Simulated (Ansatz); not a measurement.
# CuO (Tenorite): the cost of one run

Program: Ansatz 0.2.0. Level of theory: DFT PBE, scalar-relativistic, plane waves, PAW. These are calculated values, not measurements.

**1. The starting structure**

The structure is orthorhombic, space group Cccm (No. 66). Conventional cell: a = 4.165 Å, b = 4.176 Å, c = 5.151 Å, α = 90.00°, β = 90.00°, γ = 90.00°. Cu (site symmetry 2/m) has 4 O at 1.96 Å as nearest neighbours. Around O (site symmetry 222) lie 4 Cu at 1.96 Å.

Coordinates:

```cif
data_structure
_symmetry_space_group_name_H-M 'P 1'
_symmetry_Int_Tables_number 1
_cell_length_a 2.9488
_cell_length_b 2.9488
_cell_length_c 5.1511
_cell_angle_alpha 90.011
_cell_angle_beta 90.011
_cell_angle_gamma 89.852
_cell_volume 44.79
loop_
_atom_site_label
_atom_site_type_symbol
_atom_site_fract_x
_atom_site_fract_y
_atom_site_fract_z
_atom_site_occupancy
Cu1 Cu 0.00000 0.50000 0.00000 1
Cu2 Cu 0.50000 0.00000 0.50000 1
O1 O 0.50008 0.49992 0.25000 1
O2 O 0.49992 0.50008 0.75000 1
```

It is the result of an earlier relaxation at this level (volume 11.20 Å³/atom; gap on the mesh: none (metal)).

**2. The bulk in the cell of the plane**

Input file input.yaml:

```yaml
crystal:
  lattice:
    - [2.9487853379, 0.0, 0.0]
    - [0.0075954162, 2.9487755559, 0.0]
    - [0.0010338722, 0.0010312126, 5.1511041746]
  atoms:
    - { symbol: Cu, position: [0.0, 0.5, 0.0] }
    - { symbol: Cu, position: [0.5, 0.0, 0.5] }
    - { symbol: O, position: [0.4999171481, 0.5000828519, 0.25] }
    - { symbol: O, position: [0.5000828519, 0.4999171481, 0.75] }
basis:
  ecutwfc: 420
kpoints:
  mp_grid: { grid: [12, 12, 7] }
hamiltonian:
  xc: pbe
scf:
  occupations: { method: gaussian, width: 0.1 }
output:
  forces: true
  stress: true
  eigenvalues: true
```

The run is started by

```console
> ansatz run input.yaml --threads 1 --pin off --max-ram 2560MiB --backend cpu --events-out ev --progress --plain --runs-dir out
```

**Question.** How long does this run take on 1 thread of Arm Neoverse N1, shared host, and how much memory does it need?

About 29 s, with a peak of 0.51 GiB.
